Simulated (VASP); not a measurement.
Calculation: r2SCAN meta-GGA, VASP's PBE PAW potentials (set 64) (plane waves; VASP).

The input files of a VASP run:

**INCAR**
```
NSW = 60   # most ionic steps
ISMEAR = 0
LWAVE = F
PREC = Accurate
EDIFF = 1E-6   # SCF stop (eV)
EDIFFG = -0.02   # ionic stop
LREAL = F   # projection in real space or not
NELM = 100
LCHARG = F
SIGMA = 0.05
LMIXTAU = T
ENCUT = 520   # plane-wave cut-off (eV)
METAGGA = R2SCAN
LMAXMIX = 4
IBRION = 2
ISIF = 3
ALGO = Normal   # blocked Davidson
SYSTEM = SrF2
LASPH = T
```

**KPOINTS**
```
Automatic mesh
0
G
  6 6 6
```

File POSCAR:
```
SrF2
1
    0.0000000000     2.8830501593     2.8830501593
    2.8830501593    -0.0000000000     2.8830501593
    2.8830501593     2.8830501593     0.0000000000
Sr F
1 2
Direct
  1.0000000000   1.0000000000   0.0000000000
  0.2500000000   0.2500000000   0.2500000000
  0.7500000000   0.7500000000   0.7500000000
```

POTCAR, in this order: Sr_sv F (PBE.64 set). Program: vasp_std.

Output

**OUTCAR**
```
 ion  position               nearest neighbor table
   1  0.000  0.000  0.000-   2 2.50   3 2.50   3 2.50   3 2.50   3 2.50   2 2.50   2 2.50   2 2.50
  LATTYP: Found a face centered cubic cell.
 ALAT       =     5.7661003186
 Subroutine PRICEL returns:
 Original cell was already a primitive cell.
 Subroutine GETGRP returns: Found 48 space group operations
The static configuration has the point symmetry O_h .
The dynamic configuration has the point symmetry O_h .
 Subroutine INISYM returns: Found 48 space group operations
 Subroutine IBZKPT returns following result:
 Found     16 irreducible k-points:

 Following reciprocal coordinates:
            Coordinates               Weight
  0.000000  0.000000  0.000000      1.000000
  0.166667  0.000000  0.000000      8.000000
  0.333333  0.000000  0.000000      8.000000
  0.500000  0.000000  0.000000      4.000000
  0.166667  0.166667  0.000000      6.000000
  0.333333  0.166667  0.000000     24.000000
  0.500000  0.166667  0.000000     24.000000
 -0.333333  0.166667  0.000000     24.000000
 -0.166667  0.166667  0.000000     12.000000
  0.333333  0.333333  0.000000      6.000000
  0.500000  0.333333  0.000000     24.000000
 -0.333333  0.333333  0.000000     12.000000
  0.500000  0.500000  0.000000      3.000000
  0.500000  0.333333  0.166667     24.000000
 -0.333333  0.333333  0.166667     24.000000
 -0.333333  0.500000  0.166667     12.000000
   k-points           NKPTS =     16   k-points in BZ     NKDIM =     16   number of bands    NBANDS=     16
   number of dos      NEDOS =    301   number of ions     NIONS =      3
   total plane-waves  NPLWV =  27000
   dimension x,y,z NGX =    30 NGY =   30 NGZ =   30
   dimension x,y,z NGXF=    60 NGYF=   60 NGZF=   60
   ions per type =               1   2
   PREC   = accura    normal or accurate (medium, high low for compatibility)
   ISTART =      0    job   : 0-new  1-cont  2-samecut
   ICHARG =      2    charge: 1-file 2-atom 10-const
...
```

### OSZICAR
```
       N       E                     dE             d eps       ncg     rms          rms(c)
DAV:   1     0.134276196493E+03    0.13428E+03   -0.14432E+04   512   0.150E+03
DAV:   2    -0.368220320488E+02   -0.17110E+03   -0.16492E+03   648   0.328E+02
DAV:   3    -0.432367077040E+02   -0.64147E+01   -0.64071E+01   712   0.659E+01
DAV:   4    -0.434725316756E+02   -0.23582E+00   -0.23574E+00   696   0.988E+00
DAV:   5    -0.434777709564E+02   -0.52393E-02   -0.52392E-02   736   0.119E+00    0.151E+01
DAV:   6    -0.344322653905E+02    0.90455E+01   -0.35852E+00   696   0.140E+01    0.114E+01
DAV:   7    -0.342903579756E+02    0.14191E+00   -0.16656E+00   520   0.137E+01    0.484E+00
DAV:   8    -0.374906221121E+02   -0.32003E+01   -0.12334E+00   552   0.131E+01    0.172E+00
DAV:   9    -0.333076528655E+02    0.41830E+01   -0.53425E-01   512   0.907E+00    0.574E-01
DAV:  10    -0.341189242285E+02   -0.81127E+00   -0.41351E-01   528   0.682E+00    0.529E-01
DAV:  11    -0.339817287252E+02    0.13720E+00   -0.90944E-02   512   0.378E+00    0.317E-01
DAV:  12    -0.339214278433E+02    0.60301E-01   -0.25195E-02   512   0.170E+00    0.221E-01
DAV:  13    -0.340093185006E+02   -0.87891E-01   -0.58710E-02   512   0.273E+00    0.130E-01
DAV:  14    -0.340092753274E+02    0.43173E-04   -0.66618E-04   792   0.303E-01    0.120E-01
DAV:  15    -0.340116902705E+02   -0.24149E-02   -0.11032E-03   512   0.365E-01    0.359E-02
DAV:  16    -0.340114469697E+02    0.24330E-03   -0.19480E-04   648   0.139E-01    0.366E-02
DAV:  17    -0.340118261635E+02   -0.37919E-03   -0.77387E-05   528   0.115E-01    0.483E-02
DAV:  18    -0.340118330308E+02   -0.68673E-05   -0.23119E-05   616   0.404E-02    0.303E-02
DAV:  19    -0.340118482789E+02   -0.15248E-04   -0.34396E-06   528   0.260E-02    0.244E-02
DAV:  20    -0.340118486922E+02   -0.41331E-06   -0.11467E-07   360   0.341E-03
   1 F= -.34011849E+02 E0= -.34011849E+02  d E =-.340118E+02
       N       E                     dE             d eps       ncg     rms          rms(c)
DAV:   1    -0.340831809629E+02   -0.71333E-01   -0.15450E+00   528   0.118E+01    0.241E+00
DAV:   2    -0.340188059909E+02    0.64375E-01   -0.29662E-01   512   0.436E+00    0.476E-01
DAV:   3    -0.340140954990E+02    0.47105E-02   -0.74041E-03   672   0.900E-01    0.282E-01
DAV:   4    -0.340114933414E+02    0.26022E-02   -0.71955E-03   744   0.852E-01    0.190E-01
DAV:   5    -0.340070042934E+02    0.44890E-02   -0.43985E-03   520   0.928E-01    0.109E-01
DAV:   6    -0.340122587800E+02   -0.52545E-02   -0.37658E-03   512   0.868E-01    0.247E-02
DAV:   7    -0.340145054786E+02   -0.22467E-02   -0.80543E-04   584   0.358E-01    0.136E-02
DAV:   8    -0.340145771921E+02   -0.71713E-04   -0.75197E-05   616   0.994E-02    0.103E-02
DAV:   9    -0.340145402057E+02    0.36986E-04   -0.38079E-05   512   0.725E-02    0.646E-03
DAV:  10    -0.340145828839E+02   -0.42678E-04   -0.11154E-05   512   0.420E-02    0.237E-03
DAV:  11    -0.340145896968E+02   -0.68129E-05   -0.31126E-06   568   0.212E-02    0.127E-03
DAV:  12    -0.340145894795E+02    0.21724E-06   -0.10385E-07   416   0.393E-03
   2 F= -.34014589E+02 E0= -.34014589E+02  d E =-.274079E-02
       N       E                     dE             d eps       ncg     rms          rms(c)
DAV:   1    -0.340165315487E+02   -0.19419E-02   -0.41497E-02   536   0.194E+00    0.404E-01
DAV:   2    -0.340147887975E+02    0.17428E-02   -0.80539E-03   512   0.719E-01    0.770E-02
DAV:   3    -0.340146688027E+02    0.11999E-03   -0.19581E-04   688   0.147E-01    0.423E-02
DAV:   4    -0.340145574735E+02    0.11133E-03   -0.20463E-04   720   0.144E-01    0.284E-02
DAV:   5    -0.340145610962E+02   -0.36227E-05   -0.10813E-04   520   0.144E-01    0.168E-02
DAV:   6    -0.340145626791E+02   -0.15829E-05   -0.93701E-05   512   0.135E-01    0.448E-03
DAV:   7    -0.340146784598E+02   -0.11578E-03   -0.24250E-05   536   0.654E-02    0.161E-03
DAV:   8    -0.340146735094E+02    0.49504E-05   -0.72675E-06   512   0.333E-02    0.216E-03
DAV:   9    -0.340146806322E+02   -0.71228E-05   -0.45042E-06   512   0.260E-02    0.726E-04
DAV:  10    -0.340146806226E+02    0.95642E-08   -0.37079E-08   344   0.227E-03
   3 F= -.34014681E+02 E0= -.34014681E+02  d E =-.283193E-02
```

File OUTCAR:
```
------------------------ aborting loop because EDIFF is reached ----------------------------------------
  FORCE on cell =-STRESS in cart. coord.  units (eV):
  Direction    XX          YY          ZZ          XY          YZ          ZX
  --------------------------------------------------------------------------------------
  Total        0.0085797      0.0085797      0.0085797      0.0000000     -0.0000000     -0.0000000
  in kB        0.2824756      0.2824756      0.2824756      0.0000000     -0.0000000     -0.0000000
  external PRESSURE =       0.2824756 kB  Pullay stress =       0.0000000 kB
  volume of cell :       48.66
      direct lattice vectors                 reciprocal lattice vectors
    -0.000000000  2.897726957  2.897726957    -0.172549038  0.172549038  0.172549038
     2.897726957 -0.000000000  2.897726957     0.172549038 -0.172549038  0.172549038
     2.897726957  2.897726957  0.000000000     0.172549038  0.172549038 -0.172549038
 POSITION                                       TOTAL-FORCE (eV/Angst)
 -----------------------------------------------------------------------------------
      0.00000      0.00000      0.00000         0.000000      0.000000      0.000000
      1.44886      1.44886      1.44886        -0.000000     -0.000000     -0.000000
      4.34659      4.34659      4.34659         0.000000      0.000000      0.000000
 -----------------------------------------------------------------------------------
    total drift:                                0.000000     -0.000000      0.000000
  FREE ENERGIE OF THE ION-ELECTRON SYSTEM (eV)
  ---------------------------------------------------
  free  energy   TOTEN  =       -34.0146806226 eV

  energy  without entropy=      -34.0146806226  energy(sigma->0) =      -34.01468062

 reached required accuracy - stopping structural energy minimisation
```
(Selected blocks of OUTCAR.)

File CONTCAR:
```
SrF2
   1.00000000000000
    -0.0000000000000000    2.8977269572159461    2.8977269572159461
     2.8977269572159461   -0.0000000000000000    2.8977269572159461
     2.8977269572159461    2.8977269572159461    0.0000000000000000
  Sr              F
     1     2
Direct
     0.0000000000000000    0.0000000000000000    0.0000000000000000
     0.2500000000000000    0.2500000000000000    0.2500000000000000
     0.7500000000000000    0.7500000000000000    0.7500000000000000
```

The compound is SrF2 in the fluorite structure. This run relaxes it. Symmetry was kept, so distortions that lower it aren't found. The start is the result of an earlier pass.
